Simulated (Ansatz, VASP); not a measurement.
## Fe: VASP beside Ansatz

```
Fe
1.0
    -1.36382    1.41578    1.48189
     1.36382   -1.41578    1.48189
     1.36382    1.41578   -1.48189
Fe
1
Direct
  0.00000 0.00000 0.00000
```

Change from the starting cell: normal strain along x -0.0367, normal strain along z +0.0467.

Alike in both runs: task single point; functional PBE; k mesh 10 × 10 × 10; occupations gaussian, width 0.15 eV; collinear spin.

|  | VASP | Ansatz |
| --- | --- | --- |
| version | VASP 6.6.1 | Ansatz 0.2.0 |
| potentials or method | VASP PAW PBE potentials, release 64 (Fe) | scalar-relativistic, plane waves, PAW |
| plane-wave cutoff (eV) | 520 | 520 |
| valence electrons in the cell | 8 | 16 |

VASP gave:

```
gap on the k mesh at the Fermi level (eV)                     : none
pressure (GPa)                                                : -1.4
largest component of the traceless stress (GPa)               : 6.10
net moment per atom (μB)                                      : 2.18
size of the moment on the site where the two differ most (μB) : 2.18
```

Task: Estimate Ansatz's values.

Result: gap on the k mesh at the Fermi level (eV): none; pressure (GPa): -1.5; largest component of the traceless stress (GPa): 6.35; net moment per atom (μB): 2.16; size of the moment on the site where the two differ most (μB): 2.21.

Site moments also hang on the region over which each program counts them. A gap of «none» marks a metal or a gap that the smearing closes. With one functional, cell and mesh, what is left measures potentials, basis and numerics. The two sets of potentials don't hold the same shells in valence.
